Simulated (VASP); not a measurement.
# CuO (Tenorite) (Cc) in VASP: further runs

One crystal, CuO (Tenorite), is run at these levels: LDA; tasks: equation of state.

All numbers are computed with VASP 6.6.1; they aren't measurements. Logs are shortened: lines on timing, memory, paths and dates and some standing lists are left out, and cuts for length are marked.

### Step 1. Starting point

Symmetry: C2/c, No. 15, monoclinic system. The conventional cell has a = 4.109 Å, b = 3.963 Å, c = 5.058 Å, α = 90.00°, β = 90.11°, γ = 90.00°. Cu (site symmetry -1) is surrounded by 4 O at 1.91 Å. Around O (site symmetry 2) lie 4 Cu at 1.91 Å.

### Step 2. Equation of state, LDA, 9.88 Å³/atom (a relaxed cell with its volume scaled by 0.96)

File INCAR:

```
ALGO     = Fast           # electronic algorithm
EDIFF    = 1E-6           # SCF threshold, eV
ENCUT    = 520            # plane-wave cutoff, eV
GGA      = CA             # functional
ISIF     = 2              # what is computed and relaxed
ISMEAR   = -1             # smearing method
KPAR     = 2            
LASPH    = True           # aspherical terms in the spheres
LCHARG   = False          # write CHGCAR
LREAL    = False          # projectors in reciprocal space
LWAVE    = False          # write WAVECAR
NELM     = 100            # most SCF steps
PREC     = Accurate       # precision mode
SIGMA    = 0.05           # smearing width, eV
```

File KPOINTS:

```
k-points
0
Gamma
  8 8 4
```

File POSCAR:

```
CuO                                     
1.0
    2.0206312177     -1.9548186479      0.1540129621
    2.0206312177      1.9548186479      0.1540129621
   -0.3888009647      0.0000000000      4.9749026793
  Cu              O             
     2     2
Direct
     0.4942448962874418    0.9941983652078136    0.5017758406714075
     0.9941983652078136    0.4942448962874418    0.0017758406714076
     0.4932965399770778    0.4952601985276630    0.7519241593285946
     0.4952601985276630    0.4932965399770778    0.2519241593285943
```

Potentials or basis: VASP PAW LDA potentials, release 64 (Cu, O).

Started as:

```
$ cat potpaw_LDA.64/Cu/POTCAR potpaw_LDA.64/O/POTCAR > POTCAR
$ mpirun -np 2 vasp_std > vasp.out
```

OUTCAR:

```text
EDIFF = 1E-6
   ENCUT = 520
   GGA = CA
   ISIF = 2
   ISMEAR = -1
   LASPH = True
   LREAL = False
   NELM = 100
   PREC = Accurate

 ion  position               nearest neighbor table
   1  0.494  0.994  0.502-   4 1.88   3 1.88   4 1.88   3 1.88
   2  0.994  0.494  0.002-   3 1.88   4 1.88   3 1.88   4 1.88
   3  0.493  0.495  0.752-   2 1.88   1 1.88   2 1.88   1 1.88
   4  0.495  0.493  0.252-   1 1.88   2 1.88   1 1.88   2 1.88

  LATTYP: Found a base centered monoclinic cell.
 ALAT       =     4.0529843377
 B/A-ratio  =     0.9646317306
 C/A-ratio  =     1.2312094038
 COS(beta)  =    -0.0019208080

  Lattice vectors:

 A1 = (   2.0206312177,  -1.9548186479,   0.1540129621)
 A2 = (   2.0206312177,   1.9548186479,   0.1540129621)
 A3 = (  -0.3888009647,   0.0000000000,   4.9749026793)

Analysis of symmetry for initial positions (statically):
=====================================================================
 Subroutine PRICEL returns:
 Original cell was already a primitive cell.

 Routine SETGRP: Setting up the symmetry group for a
 base centered monoclinic supercell.

 Subroutine GETGRP returns: Found  2 space group operations
 (whereof  1 operations were pure point group operations)
 out of a pool of  4 trial point group operations.

The static configuration has the point symmetry C_1 .
 The point group associated with its full space group is C_1h.

Analysis of symmetry for dynamics (positions and initial velocities):
=====================================================================
 Subroutine PRICEL returns:
 Original cell was already a primitive cell.

 Routine SETGRP: Setting up the symmetry group for a
 base centered monoclinic supercell.

 Subroutine GETGRP returns: Found  2 space group operations
 (whereof  1 operations were pure point group operations)
 out of a pool of  4 trial point group operations.

The dynamic configuration has the point symmetry C_1 .
 The point group associated with its full space group is C_1h.

 Subroutine INISYM returns: Found  2 space group operations
 (whereof  1 operations are pure point group operations),
 and found     1 'primitive' translations

----------------------------------------------------------------------------------------

[... 94 lines left out ...]
   ENCUT  =  520.0 eV  38.22 Ry    6.18 a.u.   5.24  5.24  9.28*2*pi/ulx,y,z
   NELM   =    100;   NELMIN=  2; NELMDL= -5     # of ELM steps
   EDIFF  = 0.1E-05   stopping-criterion for ELM
   LREAL  =      F    real-space projection
   EDIFFG = 0.1E-04   stopping-criterion for IOM
   NSW    =      0    number of steps for IOM
   IBRION =     -1    ionic relax: 0-MD 1-quasi-New 2-CG
   NFREE  =      0    steps in history (QN), initial steepest desc. (CG)
   ISIF   =      2    stress and relaxation
   ISYM   =      2    0-nonsym 1-usesym 2-fastsym
   POTIM  = 0.5000    time-step for ionic-motion
   TEBEG  =    0.0;   TEEND  =   0.0 temperature during run
   PSTRESS=    0.0 pullay stress
   NELECT =      34.0000    total number of electrons
   NUPDOWN=      -1.0000    fix difference up-down
   EMIN   =  10.00;   EMAX   =-10.00  energy-range for DOS
   EFERMI =   0.00;   METHOD = LEGACY
   ISMEAR =    -1;   SIGMA  =   0.05  broadening in eV -4-tet -1-fermi 0-gaus
   EFERMI_NEDOS =   21; number of points for ismear=-14 and -15
   IALGO  =     68    algorithm
   IMIX   =      4    mixing-type and parameters
     AMIX     =   0.40;   BMIX     =  1.00
     AMIX_MAG =   1.60;   BMIX_MAG =  1.00
  volume/ion in A,a.u.               =       9.88        66.70
  Fermi-wavevector in a.u.,A,eV,Ry     =   1.556821  2.941965 32.976322  2.423691
  Thomas-Fermi vector in A             =   2.660561
   LORBIT       =      0    0 simple, 1 ext, 2 COOP (PROOUT), +10 PAW based schemes
   GGA     = CA    functional components
   LHFCALC =     F    Hartree Fock is set to
   AEXX    =    0.0000 exact exchange contribution
   IVDW    =     0    specifies the selected vdW correction
   LEPSILON=     F    determine dielectric tensor
   LRPA    =     F    only Hartree local field effects (RPA)
 non-spin polarized calculation
 RMM-DIIS sequential band-by-band and
  energy-cutoff  :      520.00
  volume of cell :       39.54
 maximum number of plane-waves:      1080
 NGX is ok and might be reduce to    24
   NGX = 11   NGY = 11   NGZ = 19

 number of electron      34.0000002 magnetization

 Free energy of the ion-electron system (eV)
  ---------------------------------------------------
  ext. energy  EPLUGINS =         0.00000000
  ---------------------------------------------------
  free energy    TOTEN  =       -23.29455603 eV

  energy without entropy =      -23.27987025  energy(sigma->0) =      -23.28721314

 E-fermi :   6.1248     XC(G=0): -12.4878

 val. band max:        6.1057395486   @ k =  -0.2500   0.1250   0.5000
 cond. band min:       6.1265516011   @ k =  -0.1250  -0.1250   0.2500
 fundamental gap:      0.0208120525
 Fermi energy:         6.1247956196

 k-point     1 :       0.0000    0.0000    0.0000
  band No.  band energies     occupation
      1     -14.4721      2.00000
      2     -12.8022      2.00000
      3      -3.2390      2.00000
      4      -0.2296      2.00000
      5      -0.1457      2.00000
      6       1.6540      2.00000
[... 565 lines left out ...]
     20      11.6145      0.00000
     21      15.3750      0.00000

 [... further k-points ...]

------------------------ aborting loop because EDIFF is reached ----------------------------------------

  FORCE on cell =-STRESS in cart. coord.  units (eV):
  Direction    XX          YY          ZZ          XY          YZ          ZX
  --------------------------------------------------------------------------------------
  -------------------------------------------------------------------------------------
  Total        1.9826553      1.9801691      2.8284415      0.0000000      0.0000000     -0.0941833
  in kB       80.3471273     80.2463745    114.6226195      0.0000000      0.0000000     -3.8167800
  external PRESSURE =      91.7387071 kB  Pullay stress =       0.0000000 kB

 VOLUME and BASIS-vectors are now :
 -----------------------------------------------------------------------------
  energy-cutoff  :      520.00
  volume of cell :       39.54
      direct lattice vectors                 reciprocal lattice vectors
     2.020631218 -1.954818648  0.154012962     0.245982163 -0.255778203  0.019224115
     2.020631218  1.954818648  0.154012962     0.245982163  0.255778203  0.019224115
    -0.388800965  0.000000000  4.974902679    -0.015230224  0.000000000  0.199818678

 POSITION                                       TOTAL-FORCE (eV/Angst)
 -----------------------------------------------------------------------------------
      2.81250      0.97732      2.72553         0.002669      0.003109      0.012357
      3.00690     -0.97732      0.23807         0.002669     -0.003109      0.012357
      1.70516      0.00384      3.89300        -0.002669     -0.010822     -0.012357
      1.89956     -0.00384      1.40555        -0.002669      0.010822     -0.012357
 -----------------------------------------------------------------------------------
    total drift:                                0.001275      0.000000     -0.000726

  FREE ENERGIE OF THE ION-ELECTRON SYSTEM (eV)
  ---------------------------------------------------
  free  energy   TOTEN  =       -23.2945560323 eV

  energy  without entropy=      -23.2798702513  energy(sigma->0) =      -23.28721314
```

OSZICAR:

```text
N       E                     dE             d eps       ncg     rms          rms(c)
DAV:   1     0.307263724391E+03    0.30726E+03   -0.16947E+04  3404   0.265E+03
DAV:   2     0.149122152925E+02   -0.29235E+03   -0.27642E+03  3356   0.446E+02
DAV:   3    -0.276632513717E+02   -0.42575E+02   -0.40591E+02  4431   0.195E+02
DAV:   4    -0.294287519460E+02   -0.17655E+01   -0.17477E+01  4522   0.402E+01
DAV:   5    -0.294548491829E+02   -0.26097E-01   -0.26090E-01  4432   0.453E+00    0.177E+01
RMM:   6    -0.259510613312E+02    0.35038E+01   -0.46862E+01  3724   0.111E+02    0.119E+01
RMM:   7    -0.233218276940E+02    0.26292E+01   -0.15862E+01  3745   0.614E+01    0.276E+00
RMM:   8    -0.233516717895E+02   -0.29844E-01   -0.11184E+00  4228   0.647E+00    0.205E+00
RMM:   9    -0.234056123574E+02   -0.53941E-01   -0.71637E-01  4323   0.714E+00    0.226E+00
RMM:  10    -0.232926550808E+02    0.11296E+00   -0.28652E-01  3949   0.552E+00    0.393E-01
RMM:  11    -0.232951775379E+02   -0.25225E-02   -0.59587E-02  4455   0.248E+00    0.186E-01
RMM:  12    -0.232945436498E+02    0.63389E-03   -0.60737E-03  4625   0.604E-01    0.428E-02
RMM:  13    -0.232945748187E+02   -0.31169E-04   -0.73577E-04  4208   0.295E-01    0.415E-02
RMM:  14    -0.232945515587E+02    0.23260E-04   -0.20304E-04  4056   0.173E-01    0.761E-03
RMM:  15    -0.232945564649E+02   -0.49062E-05   -0.59029E-05  4287   0.618E-02    0.488E-03
RMM:  16    -0.232945560323E+02    0.43260E-06   -0.28035E-06  2527   0.187E-02
   1 F= -.23294556E+02 E0= -.23287213E+02  d E =-.146858E-01
```

Wall time 20 s (2 MPI ranks of AMD EPYC 9R45 (Zen 5), shared host); peak memory 0.15 GiB.

What came out:

```
Free energy            : -23.2946 eV
Pressure               : 9.2 GPa
Largest force          : 0.017 eV/Å
Band gap on the k mesh : none (metal or under the smearing width)
```

Caveat: the run has no spin polarisation, though such a crystal can be magnetic; semilocal functionals often make such compounds metallic where correlation or magnetic order opens a gap, which also shifts bond lengths.

### Step 3. Equation of state, LDA, 10.09 Å³/atom (a relaxed cell with its volume scaled by 0.98)

INCAR is that of step 2.

KPOINTS is that of step 2.

Changes to POSCAR since step 2:

```diff
@@ -2,5 +2,5 @@
 1.0
-    2.0206312177     -1.9548186479      0.1540129621
-    2.0206312177      1.9548186479      0.1540129621
-   -0.3888009647      0.0000000000      4.9749026793
+    2.0345670458     -1.9683005818      0.1550751540
+    2.0345670458      1.9683005818      0.1550751540
+   -0.3914824354      0.0000000000      5.0092134372
   Cu              O
```

Potentials or basis: VASP PAW LDA potentials, release 64 (Cu, O).

Started as:

```
$ cat potpaw_LDA.64/Cu/POTCAR potpaw_LDA.64/O/POTCAR > POTCAR
$ mpirun -np 2 vasp_std > vasp.out
```

Run time: 21 s. Hardware: 2 MPI ranks of AMD EPYC 9R45 (Zen 5), shared host; peak memory 0.15 GiB.

Results (log left out):

| Property | Result |
| --- | --- |
| Free energy | -23.3299 eV |
| Pressure | 4.5 GPa |
| Largest force | 0.016 eV/Å |
| Band gap on the k mesh | none (metal or under the smearing width) |

Caveat: the run has no spin polarisation, though such a crystal can be magnetic; semilocal functionals often make such compounds metallic where correlation or magnetic order opens a gap, which also shifts bond lengths.

### Step 4. Equation of state, LDA, 10.30 Å³/atom

INCAR is that of step 3.

KPOINTS is that of step 3.

Changes to POSCAR since step 3:

```diff
@@ -2,5 +2,5 @@
 1.0
-    2.0345670458     -1.9683005818      0.1550751540
-    2.0345670458      1.9683005818      0.1550751540
-   -0.3914824354      0.0000000000      5.0092134372
+    2.0483145375     -1.9816003135      0.1561229909
+    2.0483145375      1.9816003135      0.1561229909
+   -0.3941276673      0.0000000000      5.0430605007
   Cu              O
```

Started as:

```
$ cat potpaw_LDA.64/Cu/POTCAR potpaw_LDA.64/O/POTCAR > POTCAR
$ mpirun -np 2 vasp_std > vasp.out
```

It took 21 s on 2 MPI ranks of AMD EPYC 9R45 (Zen 5), shared host; peak memory 0.15 GiB.

The run converged. Its results:

- Free energy: -23.3427 eV
- Pressure: 0.4 GPa
- Largest force: 0.016 eV/Å
- Band gap on the k mesh: none (metal or under the smearing width)

Caveat: the run has no spin polarisation, though such a crystal can be magnetic; semilocal functionals often make such compounds metallic where correlation or magnetic order opens a gap, which also shifts bond lengths.

### Step 5. Equation of state, LDA, 10.50 Å³/atom (a relaxed cell with its volume scaled by 1.02)

INCAR is that of step 4.

KPOINTS is that of step 4.

Changes to POSCAR since step 4:

```diff
@@ -2,5 +2,5 @@
 1.0
-    2.0483145375     -1.9816003135      0.1561229909
-    2.0483145375      1.9816003135      0.1561229909
-   -0.3941276673      0.0000000000      5.0430605007
+    2.0618799298     -1.9947238768      0.1571569481
+    2.0618799298      1.9947238768      0.1571569481
+   -0.3967378603      0.0000000000      5.0764592256
   Cu              O
```

Started as:

```
$ cat potpaw_LDA.64/Cu/POTCAR potpaw_LDA.64/O/POTCAR > POTCAR
$ mpirun -np 2 vasp_std > vasp.out
```

It took 21 s on 2 MPI ranks of AMD EPYC 9R45 (Zen 5), shared host; peak memory 0.15 GiB.

It converged, with:

| Item | Value |
| --- | --- |
| Free energy | -23.3354 eV |
| Pressure | -3.4 GPa |
| Largest force | 0.016 eV/Å |
| Band gap on the k mesh | none (metal or under the smearing width) |

Caveat: the run has no spin polarisation, though such a crystal can be magnetic; semilocal functionals often make such compounds metallic where correlation or magnetic order opens a gap, which also shifts bond lengths.

### Step 6. Equation of state, LDA, 10.71 Å³/atom (a relaxed cell with its volume scaled by 1.04)

INCAR is that of step 5.

KPOINTS is that of step 5.

Changes to POSCAR since step 5:

```diff
@@ -2,5 +2,5 @@
 1.0
-    2.0618799298     -1.9947238768      0.1571569481
-    2.0618799298      1.9947238768      0.1571569481
-   -0.3967378603      0.0000000000      5.0764592256
+    2.0752691356     -2.0076769922      0.1581774764
+    2.0752691356      2.0076769922      0.1581774764
+   -0.3993141524      0.0000000000      5.1094241703
   Cu              O
```

Potentials or basis: VASP PAW LDA potentials, release 64 (Cu, O).

Started as:

```
$ cat potpaw_LDA.64/Cu/POTCAR potpaw_LDA.64/O/POTCAR > POTCAR
$ mpirun -np 2 vasp_std > vasp.out
```

Run time: 21 s. Hardware: 2 MPI ranks of AMD EPYC 9R45 (Zen 5), shared host; peak memory 0.15 GiB.

It converged, with:

* Free energy: -23.3101 eV
* Pressure: -6.7 GPa
* Largest force: 0.015 eV/Å
* Band gap on the k mesh: none (metal or under the smearing width)

Caveat: the run has no spin polarisation, though such a crystal can be magnetic; semilocal functionals often make such compounds metallic where correlation or magnetic order opens a gap, which also shifts bond lengths.

### Step 7. Equation of state, LDA

This step only gathers the single runs of the series.

Results:

```yaml
Equilibrium_volume: 10.32 Å³/atom
Bulk_modulus_at_fixed_shape_and_positions: 193 GPa
Pressure_derivative_of_the_bulk_modulus: "4.8 (rough: it moves with the points fitted)"
```

Energy against volume, from the lowest point:
| volume (Å³/atom) | energy (meV/atom) |
| --- | --- |
| 9.884 | 12.04 |
| 10.090 | 3.20 |
| 10.296 | 0.00 |
| 10.502 | 1.83 |
| 10.708 | 8.15 |

Caveat: the cell was scaled at fixed shape and fractional positions, which overstates the stiffness of a crystal with free parameters, most of all of layers and chains; the run has no spin polarisation, though such a crystal can be magnetic.
